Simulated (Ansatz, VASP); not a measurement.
# One calculation of BeS, two programs

File POSCAR:

```
BeS
1.0
    0.0000000000      2.3977916369      2.3977916369
    2.3977916369      0.0000000000      2.3977916369
    2.3977916369      2.3977916369      0.0000000000
Be S
1 1
Direct
    0.0000000000      0.0000000000      0.0000000000
    0.2500000000      0.2500000000      0.2500000000
```

File INCAR.step1:

```
SYSTEM = BeS
PREC = Accurate
ENCUT = 520
ISMEAR = 0
SIGMA = 0.01
LREAL = .FALSE.
LASPH = .TRUE.
NELM = 80
NBANDS = 11
GGA = PE
ALGO = Normal
EDIFF = 1E-4
LWAVE = .TRUE.
LCHARG = .FALSE.
```

The input INCAR.step2:

```
SYSTEM = BeS
PREC = Accurate
ENCUT = 520
EDIFF = 1E-6
ISMEAR = 0
SIGMA = 0.01
LREAL = .FALSE.
LASPH = .TRUE.
NELM = 80
ALGO = Normal
ISIF = 2
LWAVE = .FALSE.
LCHARG = .FALSE.
METAGGA = R2SCAN
LMIXTAU = .TRUE.
NBANDS = 11
ISTART = 1
```

The input KPOINTS:

```
Automatic mesh
0
G
  10 10 10
  0 0 0
```

Input for Ansatz:

```yaml
crystal:
  lattice:
    - [0.0, 2.3977916369, 2.3977916369]
    - [2.3977916369, 0.0, 2.3977916369]
    - [2.3977916369, 2.3977916369, 0.0]
  atoms:
    - { symbol: Be, position: [0.0, 0.0, 0.0] }
    - { symbol: S, position: [0.25, 0.25, 0.25] }
kpoints:
  mp_grid: { grid: [10, 10, 10] }
  band_path:
    path:
      - [0.0, 0.0, 0.0]
      - [-0.5, -0.5, 0.0]
      - [-0.375, -0.375, 0.25]
      - [-0.375, 0.0, 0.375]
      - [0.0, 0.0, 0.5]
      - [-0.5, -0.25, 0.25]
      - [-0.0375, 0.0, 0.0375]
      - [0.0, 0.5, 0.5]
    npoints: 1
hamiltonian:
  xc: r2scan
scf:
  occupations: { method: fixed }
  n_extra_bands: 4
output:
  forces: true
  stress: true
  eigenvalues: true
  write_density: true
  write_potential: true
  elf: true
  volumetric_format: npy
```

Change from the starting cell: hydrostatic strain -1.5%.

Alike in both runs: task single point; functional r2SCAN; k mesh 10 × 10 × 10; no spin polarisation.

|  | VASP | Ansatz |
| --- | --- | --- |
| version | VASP 6.6.1 | Ansatz 0.2.0 |
| potentials or method | VASP PAW PBE potentials, release 64 (Be, S) | plane waves, PAW |
| plane-wave cutoff (eV) | 520 | 500 |
| occupations | gaussian, width 0.01 eV | fixed |
| valence electrons in the cell | 8 | 8 |

|  | VASP | Ansatz | Ansatz less VASP |
| --- | --- | --- | --- |
| gap on the k mesh at the Fermi level (eV) | 3.49 | 3.48 | -0.009 |
| pressure (GPa) | 5.1 | 4.8 | -0.30 |

Caveats: the PAW data sets were made with another functional, which shifts forces and pressure a little (VASP). A k mesh can miss the band edges.
